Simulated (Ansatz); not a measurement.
# GaSb (I-4m2) in Ansatz: settings compared

Aim: see how the results for GaSb move with the level of theory and the settings. Levels: BLYP, PBEsol. Tasks: relaxation of cell and atoms.

All numbers are computed with Ansatz 0.2.0; they aren't measurements. Logs are shortened: lines on timing, memory, paths and dates and some standing lists are left out, and cuts for length are marked.

**1. The crystal as given**

It takes space group I-4m2 (No. 119, tetragonal). Conventional cell: a = 5.507 Å, b = 5.507 Å, c = 3.181 Å, α = 90.00°, β = 90.00°, γ = 90.00°. Around Sb (site symmetry -4m2) lie 4 Ga at 2.87 Å and 2 Sb at 3.18 Å. Ga (site symmetry -4m2) has 4 Sb at 2.87 Å and 2 Ga at 3.18 Å as nearest neighbours.

Measurements of this composition are mostly on another form, of space group No. 216.

**2. Relaxation of cell and atoms, BLYP**

File input.yaml:

```yaml
crystal:
  lattice:
    - [-2.753434, 2.753434, 1.590707]
    - [2.753434, -2.753434, 1.590707]
    - [2.753434, 2.753434, -1.590707]
  atoms:
    - { symbol: Sb, position: [0.0, 0.0, 0.0] }
    - { symbol: Ga, position: [0.75, 0.25, 0.5] }
kpoints:
  mp_grid: { grid: [10, 10, 10] }
scf:
  occupations: { method: fermi_dirac, width: 0.05 }
hamiltonian:
  xc: blyp
  pseudopotentials: { kind: all_electron, lapw: { basis_error: 0.001 } }
output:
  forces: true
  stress: true
relax:
  f_tol: 0.005
  max_steps: 60
  cell: {}
```

Potentials or basis: all-electron LAPW, scalar-relativistic.

The run is started by

```sh
> ansatz run input.yaml --threads 1 --pin off --max-ram 3072MiB --backend cpu --events-out ev --progress --plain --runs-dir out
```

The program printed:

```text
Warning: RAYON_NUM_THREADS=1 ignored (pool sized by the plan → 1); use --threads N
The last accepted step is kept in <dir> (removed where the run ends without a failure and the disk answers)
LAPW: plane waves up to 8.048 Å⁻¹, error target 1.0e-3 eV per atom; small_component_spin mean_spin; Ga in spheres of 1.364 Å, 21 of its electrons in bands, Dirac shells []; Sb in spheres of 1.416 Å, 23 of its electrons in bands, Dirac shells [] (how accurate: hamiltonian.pseudopotentials.lapw.basis_error, Limitations)
Engine: ansatz 0.2.0, aarch64-unknown-linux-gnu
Pseudopotentials: kind: all_electron
Pseudopotential: Sb, LAPW, valence charge 23, lapw/all_electron/scalar/gaussian/Sb, Koelling and Harmon's equation, gaussian nucleus
Pseudopotential: Ga, LAPW, valence charge 21, lapw/all_electron/scalar/gaussian/Ga, Koelling and Harmon's equation, gaussian nucleus
Functional definition: BLYP
  parameter beta = 0.0042
  parameter a = 0.04918
  parameter b = 0.132
  parameter c = 0.2533
  parameter d = 0.349
  exchange = b88_x(beta = beta)
  correlation = lyp_c(a = a, b = b, c = c, d = d)
Crystal: 2 atoms, lattice volume = 48.239 Å³
Basis set: ecut = 246.7594128198194 eV, 409 PW (Γ), FFT grids on a1+a2, a2, a3, exchange–correlation at level 2
Bands: 27, of which v1, the nominal top of the filled ones, is band 22 counted from 1 (21 counted from 0)
Symmetry: 8 space group operations
Space group: I-4m2 (ITA 119), of the structure as read, at distance tolerance 3.6e-5 Å
k-points: 102 of 1000 (time reversal used)
Non-local potential: Sb, projectors of the file, none
Non-local potential: Ga, projectors of the file, none
Initial density: superposition of atomic densities (chi_scale 0.1, normalization cell, long waves kept (reshape's long-wave potential 0.00 eV rms))
Initial wavefunctions: plane waves of lowest kinetic energy (no species holds an atomic orbital)
Functional: x = b88, c = lyp
iter 1 solved again at ethr=1.65e-4 eV; its pass at ethr=1.00e-1 eV (dr2=7.24e-2 eV) is discarded
SCF iter   1: F=—  HF=-229294.405989 eV  |F-HF|=—  |Δ(HF+E_count)|=         —  Δρ=1.24e-2  dr2=7.29e-2  ethr=1.65e-4  ⟨swp⟩=3.0  Hψ=18264  notcnv=0
preconditioner: auto → Kerker (q_TF=auto, 2.687 Å⁻¹)  [metal: Δε(μ)=0.054 eV  Ē_g=15.099 eV  σ=0.050 eV  W_gap=0.26  n_scr=16 (ndim 8)  ℏωp=22.7 eV  f_vac=0.000  D(μ)=0.53/eV (n_scr^D=0)]
SCF iter   2: F=—  HF=-229294.397993 eV  |F-HF|=—  |Δ(HF+E_count)|=   8.00e-3  Δρ=8.64e-3  dr2=3.77e-2  ethr=1.65e-4  ⟨swp⟩=2.0  Hψ=8280  notcnv=0
SCF iter   3: F=—  HF=-229294.400911 eV  |F-HF|=—  |Δ(HF+E_count)|=   2.92e-3  Δρ=5.69e-3  dr2=1.76e-2  ethr=8.57e-5  ⟨swp⟩=2.0  Hψ=7893  notcnv=0
SCF iter   4: F=—  HF=-229294.404031 eV  |F-HF|=—  |Δ(HF+E_count)|=   3.12e-3  Δρ=1.81e-3  dr2=2.12e-3  ethr=3.99e-5  ⟨swp⟩=2.0  Hψ=8284  notcnv=0
SCF iter   5: F=—  HF=-229294.404554 eV  |F-HF|=—  |Δ(HF+E_count)|=   5.23e-4  Δρ=6.21e-4  dr2=3.19e-4  ethr=4.81e-6  ⟨swp⟩=2.5  Hψ=7937  notcnv=0
SCF iter   6: F=—  HF=-229294.404395 eV  |F-HF|=—  |Δ(HF+E_count)|=   1.59e-4  Δρ=3.23e-4  dr2=6.43e-5  ethr=7.25e-7  ⟨swp⟩=2.0  Hψ=7849  notcnv=0
iter 7 solved again at ethr=1.41e-8 eV; its pass at ethr=1.46e-7 eV (dr2=6.21e-6 eV) is discarded
SCF iter   7: F=—  HF=-229294.404421 eV  |F-HF|=—  |Δ(HF+E_count)|=   2.63e-5  Δρ=9.89e-5  dr2=6.21e-6  ethr=1.41e-8  ⟨swp⟩=2.0  Hψ=13845  notcnv=0
SCF iter   8: F=—  HF=-229294.404423 eV  |F-HF|=—  |Δ(HF+E_count)|=   1.82e-6  Δρ=1.58e-5  dr2=1.03e-7  ethr=1.41e-8  ⟨swp⟩=3.0  Hψ=8265  notcnv=0
SCF iter   9: F=-229294.404423 eV  HF=-229294.404423 eV  |F-HF|=1.40e-8  |Δ(HF+E_count)|=   8.05e-8  Δρ=5.18e-6  dr2=1.03e-8  ethr=2.33e-10  ⟨swp⟩=3.0  Hψ=8271  notcnv=0
SCF 1 converged in 9 iterations: F = -229294.404423 eV  dr2 = 1.03e-8
relax step   1: F+E_penalty+E_count = -229294.40442337 eV  Δ(F+E_penalty+E_count) = +0.000e0 eV  max|allowed force component| = 1.128e-17 eV/Å  Δτ_max = 0.0000 Å  P = +5.097 GPa  Ω = 48.239 Å³  (9 SCF iters, accepted)
Crystal: 2 atoms, lattice volume = 54.995 Å³
Basis set: ecut = 226.1123991910896 eV, 409 PW (Γ), FFT grids on a1+a2, a2, a3, exchange–correlation at level 2
Initial density: handed on by an earlier stage of this run
Initial wavefunctions: those handed on with the density
iter 1 solved again at ethr=4.89e-6 eV; its pass at ethr=1.00e-1 eV (dr2=2.15e-3 eV) is discarded
SCF iter   1: F=—  HF=-229294.479856 eV  |F-HF|=—  |Δ(HF+E_count)|=         —  Δρ=1.28e-3  dr2=2.16e-3  ethr=4.89e-6  ⟨swp⟩=4.2  Hψ=15091  notcnv=0
preconditioner: auto → Kerker (q_TF=auto, 2.629 Å⁻¹)  [metal: Δε(μ)=0.075 eV  Ē_g=14.789 eV  σ=0.050 eV  W_gap=0.32  n_scr=16 (ndim 8)  ℏωp=21.2 eV  f_vac=0.007  D(μ)=0.76/eV (n_scr^D=4)]
SCF iter   2: F=—  HF=-229294.479689 eV  |F-HF|=—  |Δ(HF+E_count)|=   1.67e-4  Δρ=9.47e-4  dr2=1.22e-3  ethr=4.89e-6  ⟨swp⟩=2.0  Hψ=8102  notcnv=0
SCF iter   3: F=—  HF=-229294.479752 eV  |F-HF|=—  |Δ(HF+E_count)|=   6.27e-5  Δρ=4.79e-4  dr2=2.82e-4  ethr=2.78e-6  ⟨swp⟩=2.0  Hψ=8103  notcnv=0
SCF iter   4: F=—  HF=-229294.479671 eV  |F-HF|=—  |Δ(HF+E_count)|=   8.06e-5  Δρ=3.05e-4  dr2=1.23e-4  ethr=6.41e-7  ⟨swp⟩=2.0  Hψ=8103  notcnv=0
iter 5 solved again at ethr=7.70e-9 eV; its pass at ethr=2.79e-7 eV (dr2=3.39e-6 eV) is discarded
SCF iter   5: F=—  HF=-229294.479684 eV  |F-HF|=—  |Δ(HF+E_count)|=   1.30e-5  Δρ=6.40e-5  dr2=3.39e-6  ethr=7.70e-9  ⟨swp⟩=2.0  Hψ=13903  notcnv=0
SCF iter   6: F=—  HF=-229294.479681 eV  |F-HF|=—  |Δ(HF+E_count)|=   3.21e-6  Δρ=3.42e-5  dr2=8.83e-7  ethr=7.70e-9  ⟨swp⟩=2.1  Hψ=8111  notcnv=0
SCF iter   7: F=—  HF=-229294.479682 eV  |F-HF|=—  |Δ(HF+E_count)|=   4.20e-7  Δρ=1.28e-5  dr2=1.44e-7  ethr=2.01e-9  ⟨swp⟩=3.0  Hψ=8370  notcnv=0
SCF iter   8: F=-229294.479682 eV  HF=-229294.479682 eV  |F-HF|=1.63e-9  |Δ(HF+E_count)|=   4.59e-8  Δρ=2.38e-6  dr2=5.54e-9  ethr=3.28e-10  ⟨swp⟩=3.0  Hψ=8477  notcnv=0
SCF 2 converged in 8 iterations: F = -229294.479682 eV  dr2 = 5.54e-9
relax step   2: F+E_penalty+E_count = -229294.47968165 eV  Δ(F+E_penalty+E_count) = -7.526e-2 eV  max|allowed force component| = 1.214e-17 eV/Å  Δτ_max = 0.0000 Å  P = -0.760 GPa  Ω = 54.995 Å³  (8 SCF iters, accepted)
Crystal: 2 atoms, lattice volume = 53.994 Å³
Basis set: ecut = 228.89954026205675 eV, 409 PW (Γ), FFT grids on a1+a2, a2, a3, exchange–correlation at level 2
iter 1 solved again at ethr=1.22e-7 eV; its pass at ethr=1.00e-1 eV (dr2=5.38e-5 eV) is discarded
SCF iter   1: F=—  HF=-229294.482812 eV  |F-HF|=—  |Δ(HF+E_count)|=         —  Δρ=2.37e-4  dr2=6.95e-5  ethr=1.22e-7  ⟨swp⟩=4.5  Hψ=16711  notcnv=0
[... 17 lines left out ...]
iter 5 solved again at ethr=4.40e-11 eV; its pass at ethr=7.03e-10 eV (dr2=1.93e-8 eV) is discarded
SCF iter   5: F=-229294.483038 eV  HF=-229294.483038 eV  |F-HF|=5.47e-9  |Δ(HF+E_count)|=   2.22e-7  Δρ=5.25e-6  dr2=1.93e-8  ethr=4.40e-11  ⟨swp⟩=2.0  Hψ=13700  notcnv=0
SCF 4 converged in 5 iterations: F = -229294.483038 eV  dr2 = 1.93e-8
relax step   4: F+E_penalty+E_count = -229294.48303806 eV  Δ(F+E_penalty+E_count) = -2.384e-4 eV  max|allowed force component| = 1.214e-17 eV/Å  Δτ_max = 0.0000 Å  P = +0.028 GPa  Ω = 53.703 Å³  (5 SCF iters, accepted)
Crystal: 2 atoms, lattice volume = 53.736 Å³
Basis set: ecut = 229.63094703514008 eV, 409 PW (Γ), FFT grids on a1+a2, a2, a3, exchange–correlation at level 2
iter 1 solved again at ethr=7.71e-9 eV; its pass at ethr=1.00e-1 eV (dr2=3.39e-6 eV) is discarded
SCF iter   1: F=—  HF=-229294.483076 eV  |F-HF|=—  |Δ(HF+E_count)|=         —  Δρ=7.26e-5  dr2=4.33e-6  ethr=7.71e-9  ⟨swp⟩=5.4  Hψ=17675  notcnv=0
preconditioner: auto → Kerker (q_TF=auto, 2.639 Å⁻¹)  [metal: Δε(μ)=0.033 eV  Ē_g=14.873 eV  σ=0.050 eV  W_gap=0.16  n_scr=16 (ndim 8)  ℏωp=21.5 eV  f_vac=0.000  D(μ)=0.69/eV (n_scr^D=0)]
SCF iter   2: F=—  HF=-229294.483076 eV  |F-HF|=—  |Δ(HF+E_count)|=   4.43e-7  Δρ=5.15e-5  dr2=2.28e-6  ethr=7.71e-9  ⟨swp⟩=2.0  Hψ=8069  notcnv=0
SCF iter   3: F=—  HF=-229294.483075 eV  |F-HF|=—  |Δ(HF+E_count)|=   1.61e-7  Δρ=1.51e-5  dr2=2.29e-7  ethr=5.17e-9  ⟨swp⟩=2.0  Hψ=8069  notcnv=0
SCF iter   4: F=-229294.483075 eV  HF=-229294.483075 eV  |F-HF|=2.04e-10  |Δ(HF+E_count)|=   2.49e-7  Δρ=8.65e-6  dr2=6.87e-8  ethr=5.21e-10  ⟨swp⟩=2.0  Hψ=8069  notcnv=0
SCF 5 converged in 4 iterations: F = -229294.483075 eV  dr2 = 6.87e-8
relax step   5: F+E_penalty+E_count = -229294.48307514 eV  Δ(F+E_penalty+E_count) = -3.708e-5 eV  max|allowed force component| = 1.041e-17 eV/Å  Δτ_max = 0.0000 Å  P = +0.004 GPa  Ω = 53.736 Å³  (4 SCF iters, accepted)
iter 1 solved again at ethr=1.46e-10 eV; its pass at ethr=1.00e-1 eV (dr2=6.44e-8 eV) is discarded
SCF iter   1: F=—  HF=-229294.483075 eV  |F-HF|=—  |Δ(HF+E_count)|=         —  Δρ=8.43e-6  dr2=6.42e-8  ethr=1.46e-10  ⟨swp⟩=4.0  Hψ=16316  notcnv=0  reapply=8
SCF iter   2: F=-229294.483075 eV  HF=-229294.483075 eV  |F-HF|=5.62e-9  |Δ(HF+E_count)|=   1.19e-7  Δρ=6.43e-6  dr2=4.03e-8  ethr=1.46e-10  ⟨swp⟩=2.0  Hψ=8069  notcnv=0
SCF 6 converged in 2 iterations: F = -229294.483075 eV  dr2 = 4.03e-8
relax step   6: F+E_penalty+E_count = -229294.48307548 eV  Δ(F+E_penalty+E_count) = -3.352e-7 eV  max|allowed force component| = 1.041e-17 eV/Å  Δτ_max = 0.0000 Å  P = +0.004 GPa  Ω = 53.736 Å³  stress off target by 9.26e-3 GPa  SCF on the basis re-selected at this cell (its energy is not comparable with the rows above)  (2 SCF iters)
basis re-selected at this cell: Δ(F+E_penalty+E_count) = -3.352e-7 eV, ΔP = +0.000 GPa vs the last step (what re-selecting the basis moved, after the strain that the cell walked since its last selection, with what the two solves' SCF thresholds leave and, on support functions, any second-order correction that the steps lacked; it is no measure of the basis error at this ecutwfc). This SCF's stress stands 9.26e-3 GPa from its target on what of the cell is left free (relax.cell.stress_tol is 5.00e-2 GPa) and its largest allowed force component is 1.04e-17 eV/Å (relax.f_tol is 5.00e-3 eV/Å): within both
SCF converged after 2 iterations
Free energy (F): -229294.483075 eV
Harris-Foulkes:  -229294.483075 eV  (|F-HF|=5.62e-9)
Internal energy: -229294.477245 eV  (E = F + TS)
E sigma→0 (E₀):  -229294.480160 eV
Entropy (-TS):   -0.005830 eV (-2.915 meV/atom)
Fermi energy:    11.055043 eV
--- Per-component energies (eV) ---
  E_band       = -1708.757124
  E_kinetic    = 239852.085780
  E_xc         = -6728.703215
  E_electrostatic = -462417.859810  (all electrons and nuclei)
  E_smearing   = -0.005830  (= −TS)
  E_closure    = 0.000000  (closes the sum)
  E_atoms      = -229289.060071  (free atoms, spherical and without spin; not in F)
  Σ components = -229294.483075   (vs F -229294.483075, Δ=0.00e0)
  Basis errors (estimates in eV, not in F): energy 3.9e-4 per atom: plane waves 3.7e-4 (1.9e-4 summed), levels above the bands 6.6e-49, relativity 5.0e-8, radial functions 2.3e-5, core shells 3.2e-9; eigenvalues (radial functions only) 9.4e-7; not estimated: angular momenta, meshes, grids; target (lapw.basis_error) 1.0e-3; muffin-tin radii Ga 1.414 Å, Sb 1.467 Å
--- Forces (eV/Å), atoms counted from 1 ---
  atom   1  Sb    -0.00000000     0.00000000     0.00000000
  atom   2  Ga     0.00000000    -0.00000000    -0.00000000
  max |Σ_I F_I| component: 6.94e-18 eV/Å
--- Stress (GPa, compression-positive) ---
        0.009264       0.000000      -0.000000
        0.000000       0.009264       0.000000
       -0.000000       0.000000      -0.007694
  P = ⅓ Tr σ = 0.0036 GPa (0.036 kbar)
--- Relaxed structure (5 steps of the walk, 5 accepted, 1 SCFs on fresh bases) ---
  F+E_penalty+E_count = -229294.48307548 eV   max|allowed force component| = 1.041e-17 eV/Å   (the final SCF, on the basis selected at the relaxed cell)
  cell:  # Å, volume = 53.7359 Å³
    - [-2.8599902122260747, 2.8599902122260747, 1.6423866532711917]
    - [2.8599902122260747, -2.8599902122260747, 1.6423866532711917]
    - [2.8599902122260747, 2.8599902122260747, -1.6423866532711917]
  atoms:
    - { symbol: Sb, position: [-2.2346146849525994e-34, -1.4292184268659358e-33, -1.1986530197988114e-33] }
    - { symbol: Ga, position: [0.75, 0.2500000000000001, 0.5] }
```

Wall time 2.8 min (1 thread of Arm Neoverse V1, shared host); peak memory 0.43 GiB.

What came out:

* Free energy: -229294.4831 eV
* Relaxed volume: 26.87 Å³/atom
* Relaxed cell: a = 4.365 Å, b = 4.365 Å, c = 4.365 Å, α = 98.14°, β = 98.14°, γ = 135.80°
* Space group after relaxing (to 0.05 Å): I-4m2 (No. 119)
* Energy gained by relaxing: 39.3 meV/atom
* Ionic steps: 6
* Pressure after relaxing: 0.0 GPa

The path:
```
step  energy change (eV)  largest force (eV/Å)  volume (Å³)
   1              0.0000                0.0000        48.24
   2             -0.0753                0.0000        55.00
   3             -0.0784                0.0000        53.99
   4             -0.0786                0.0000        53.70
   5             -0.0787                0.0000        53.74
   6             -0.0787                0.0000        53.74
```

Final structure:
```cif
data_structure
_symmetry_space_group_name_H-M 'P 1'
_symmetry_Int_Tables_number 1
_cell_length_a 4.3654
_cell_length_b 4.3654
_cell_length_c 4.3654
_cell_angle_alpha 98.137
_cell_angle_beta 98.137
_cell_angle_gamma 135.799
_cell_volume 53.74
loop_
_atom_site_label
_atom_site_type_symbol
_atom_site_fract_x
_atom_site_fract_y
_atom_site_fract_z
_atom_site_occupancy
Sb1 Sb 0.00000 0.00000 0.00000 1
Ga1 Ga 0.75000 0.25000 0.50000 1
```

**3. Relaxation of cell and atoms, PBEsol**

input.yaml, as its differences from that of step 2:

```diff
@@ -9,3 +9,3 @@
 kpoints:
-  mp_grid: { grid: [10, 10, 10] }
+  mp_grid: { grid: [7, 7, 7] }
 scf:
@@ -13,3 +13,3 @@
 hamiltonian:
-  xc: blyp
+  xc: pbesol
   pseudopotentials: { kind: all_electron, lapw: { basis_error: 0.001 } }
@@ -19,3 +19,3 @@
 relax:
-  f_tol: 0.005
+  f_tol: 0.01
   max_steps: 60
```

Potentials or basis: all-electron LAPW, scalar-relativistic.

The run is started by

```sh
> ansatz run input.yaml --threads 1 --pin off --max-ram 3072MiB --backend cpu --events-out ev --progress --plain --runs-dir out
```

Run time: 54 s. Hardware: 1 thread of Arm Neoverse V1, shared host; peak memory 0.31 GiB.

Results (log left out):

```
Free energy                            : -229151.8956 eV
Relaxed volume                         : 22.79 Å³/atom
Relaxed cell                           : a = 4.154 Å, b = 4.154 Å, c = 4.154 Å, α = 97.77°, β = 97.77°, γ = 136.86°
Space group after relaxing (to 0.05 Å) : I-4m2 (No. 119)
Energy gained by relaxing              : 18.7 meV/atom
Ionic steps                            : 5
Pressure after relaxing                : 0.0 GPa
```

Step by step:
```csv
step,energy change (eV),largest force (eV/Å),volume (Å³)
1,0.0000,0.0000,48.24
2,-0.0344,0.0000,44.80
3,-0.0371,0.0000,45.68
4,-0.0373,0.0000,45.57
5,-0.0373,0.0000,45.57
```

Final structure:
```
CELL_PARAMETERS angstrom
-2.73148 2.73148 1.52707
2.73148 -2.73148 1.52707
2.73148 2.73148 -1.52707
ATOMIC_POSITIONS crystal
Sb 0.00000 0.00000 0.00000
Ga 0.75000 0.25000 0.50000
```

Caveat: the k mesh is thin for a metal, which can move the energy by tens of meV per atom.

**4. Relaxation of cell and atoms, PBEsol, spin-orbit coupling, no magnetisation**

input.yaml, as its differences from that of step 3:

```diff
@@ -15,2 +15,5 @@
   pseudopotentials: { kind: all_electron, lapw: { basis_error: 0.001 } }
+magnetization:
+  noncollinear: true
+  spin_orbit: true
 output:
```

Potentials or basis: all-electron LAPW, relativistic spinors.

The run is started by

```sh
> ansatz run input.yaml --threads 1 --pin off --max-ram 3072MiB --backend cpu --events-out ev --progress --plain --runs-dir out
```

Run time: 4.7 min. Hardware: 1 thread of Arm Neoverse V1, shared host; peak memory 0.51 GiB.

Results (log left out):

```yaml
Free_energy: -229209.9512 eV
Relaxed_volume: 22.81 Å³/atom
Relaxed_cell: a = 4.156 Å, b = 4.156 Å, c = 4.156 Å, α = 97.76°, β = 97.76°, γ = 136.90°
Space_group_after_relaxing_to_0.05_Å: I-4m2 (No. 119)
Energy_gained_by_relaxing: 18.4 meV/atom
Ionic_steps: 5
Pressure_after_relaxing: 0.0 GPa
```

The path:
```tsv
step	energy change (eV)	largest force (eV/Å)	volume (Å³)
1	0.0000	0.0000	48.24
2	-0.0341	0.0000	44.88
3	-0.0365	0.0000	45.73
4	-0.0367	0.0000	45.62
5	-0.0367	0.0000	45.62
```

Final structure:
```xyz
2
Lattice="-2.7333 2.7333 1.5267 2.7333 -2.7333 1.5267 2.7333 2.7333 -1.5267" Properties=species:S:1:pos:R:3 pbc="T T T"
Sb    0.0000    0.0000    0.0000
Ga    0.0000    2.7333    0.7633
```

Caveat: the k mesh is thin for a metal, which can move the energy by tens of meV per atom.

**5. The runs side by side**

```tsv
level	potentials or basis	spin	k mesh	pressure (GPa)	relaxed volume (Å³/atom)
BLYP	all-electron LAPW, scalar-relativistic	off	10 × 10 × 10	0.0	26.87
PBEsol	all-electron LAPW, scalar-relativistic	off	7 × 7 × 7	0.0	22.79
PBEsol	all-electron LAPW, relativistic spinors	SOC, no magnetisation	7 × 7 × 7	0.0	22.81
```

Alike in all rows: task relaxation of cell and atoms; cell relaxed; smearing fermi-dirac 0.05 eV; basis error allowed 0.001 eV/atom.

Caveats: the k mesh is thin for a metal, which can move the energy by tens of meV per atom (some runs).

Compare energies only between runs with the same functional and basis.
